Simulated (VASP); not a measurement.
Runs of VASP 6.6.1 on KBr. The structure is monoclinic, space group Cm (No. 8). Conventional cell: a = 5.718 Å, b = 5.718 Å, c = 4.043 Å, α = 90.00°, β = 90.00°, γ = 90.00°. K (site symmetry m) is surrounded by 7 Br at 3.21 to 3.69 Å. Br (site symmetry m) is surrounded by 7 K at 3.21 to 3.69 Å. The cell comes from a database or a generator and needn't be the stable form of this composition.

```tsv
cell	gap on the mesh (eV)	pressure (GPa)	largest force (eV/Å)
atom 1 (K) moved by (-0.150, -0.300) A along [1 1 0] and z	3.52	-2.1	(c)
atom 1 (K) moved by (-0.300, -0.300) A along [1 1 0] and z	3.55	-1.8	(b)
atom 1 (K) moved by (+0.000, -0.300) A along [1 1 0] and z	3.50	(a)	0.10
atom 1 (K) moved by (-0.150, +0.000) A along [1 1 0] and z	3.49	-2.5	0.05
```

Alike in all rows: task single point; level LDA; potentials or basis VASP PAW LDA potentials, release 64 (K_sv, Br); no spin polarisation; k mesh 6 × 6 × 6; cutoff (eV) 520; smearing gaussian 0.05 eV.

Estimate the missing entries.

(a) -2.2; (b) 0.26; (c) 0.14.

A k mesh can miss the band edges, and the runs leave out spin-orbit coupling on Br.
